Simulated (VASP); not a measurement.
Set up this calculation in VASP 6.6.1, as the native input.

- Task: single point
- Functional: PBE
- Potentials or basis: VASP PAW PBE potentials, release 64 (H)
- Cutoff: 520 eV
- k mesh: 12 × 12 × 1
- Occupations: gaussian, width 0.1 eV
- Spin: no spin polarisation
- Dipole correction: yes
- Further INCAR settings: ALGO = Normal; EDIFF = 1e-06; NBANDS = 8

The structure of H lies in POSCAR:

```
H
1.0
    1.3934203887     -0.0000001646      0.0000000000
   -0.6967100518      1.2067375371      0.0000000000
    0.0000000000      0.0000000000     23.8436872000
H
2
Direct
    0.3333333333      0.6666666667      0.2905465030
    0.6666666667      0.3333333333      0.3385508289
```

The cell was built by a generator and needn't be a form met in nature.

The cell isn't the ideal one: species swapped into a sheet of the C type.

The input as run:

INCAR

```
ALGO = Normal ; DIPOL = 0.5 0.5 0.315
EDIFF = 1E-6 ; ENCUT = 520
GGA = PE ; IDIPOL = 3
ISIF = 2 ; ISMEAR = 0
LASPH = T ; LCHARG = T
LDIPOL = T ; LELF = T
LREAL = F ; LVACPOTAV = T
LVHAR = T ; LWAVE = F
NBANDS = 8 ; NELM = 100
PREC = Accurate ; SIGMA = 0.1
```

KPOINTS

```
k-points
0
Gamma
  12 12 1
```

Potentials or basis: VASP PAW PBE potentials, release 64 (H).

Launch:

```console
$ cat potpaw_PBE.64/H/POTCAR > POTCAR
$ mpirun -np 1 vasp_std > vasp.out
```

It gave:

The largest force is 2.416 eV/Å and the band gap on the k mesh is none (metal or under the smearing width). The work function of the upper face is 4.09 eV and the work function of the lower face is 4.09 eV.

Caveat: the k mesh is coarse (spacing up to 0.43 Å⁻¹), so the values aren't converged.

It took 4.4 s on 1 thread of Intel(R) Xeon(R) 6975P-C (Granite Rapids), on a shared host, peak memory 0.13 GiB.
